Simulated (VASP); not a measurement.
ZnO, 4 atoms in the cell. The structure is hexagonal, space group P6_3mc (No. 186). The conventional cell has a = 3.240 Å, b = 3.240 Å, c = 5.220 Å, α = 90.00°, β = 90.00°, γ = 120.00°. Around Zn (site symmetry 3m) lie 4 O at 1.97 to 1.98 Å. Around O (site symmetry 3m) lie 4 Zn at 1.97 to 1.98 Å. The cell was built by a generator and needn't be a form met in nature.

```yaml
Program: VASP 6.6.1
Task: relaxation of cell and atoms
Functional: r2SCAN
Potentials_or_basis: VASP PAW PBE potentials, release 64 (Zn, O)
Cutoff: 600 eV
k_mesh: 10 × 10 × 6
Occupations: gaussian, width 0.02 eV
Spin: no spin polarisation
Further_INCAR_settings: ALGO = Normal; EDIFF = 1e-06; IBRION = 2; EDIFFG = -0.005; NSW = 60; ISIF = 3
```

Potentials or basis: VASP PAW PBE potentials, release 64 (Zn, O).

Run with:

```sh
$ cat potpaw_PBE.64/Zn/POTCAR potpaw_PBE.64/O/POTCAR > POTCAR
$ mpirun -np 1 vasp_std > vasp.out
```

Hardware: 1 thread of Intel(R) Xeon(R) 6975P-C (Granite Rapids), with other jobs on the host.

Task: How long does it take, and how much memory?

Result: Wall time 15 min on 1 thread of Intel(R) Xeon(R) 6975P-C (Granite Rapids) (shared host), peak memory 0.23 GiB. Counts: scf iterations 106, k points 56, ion steps 11.
